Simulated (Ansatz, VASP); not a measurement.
# Two plane-wave programs on GaN

```
CELL_PARAMETERS angstrom
0.00000 2.24915 2.24915
2.24915 0.00000 2.24915
2.24915 2.24915 0.00000
ATOMIC_POSITIONS crystal
Ga 0.00000 0.00000 0.00000
N 0.25000 0.25000 0.25000
```

The cell was built by a generator and needn't be a form met in nature.

Alike in both runs: functional PBEsol; k mesh 10 × 10 × 10; occupations gaussian, width 0.02 eV; no spin polarisation.

Ansatz relaxed the structure, and its values are those at the end. VASP's run is a single point on that final structure, the one shown.

|  | VASP | Ansatz |
| --- | --- | --- |
| version | VASP 6.6.1 | Ansatz 0.2.0 |
| potentials or method | VASP PAW PBE potentials, release 64 (Ga_d, N) | scalar-relativistic, plane waves, PAW |
| plane-wave cutoff (eV) | 520 | 420 |
| valence electrons in the cell | 18 | 18 |

Ansatz gave:

* gap on the k mesh at the Fermi level (eV): 1.70
* least direct gap on the mesh (eV): 1.70
* pressure (GPa): 0.0

**Question.** What did VASP give for the same quantities?

**Answer.** gap on the k mesh at the Fermi level (eV): 1.72; least direct gap on the mesh (eV): 1.72; pressure (GPa): -0.2.

The functional is the same, so the differences come from potentials, cutoffs and numerics. Ansatz warned: «pseudo_functional_mismatch».

Caveats: the PAW data sets were made with another functional, which shifts forces and pressure a little (VASP).
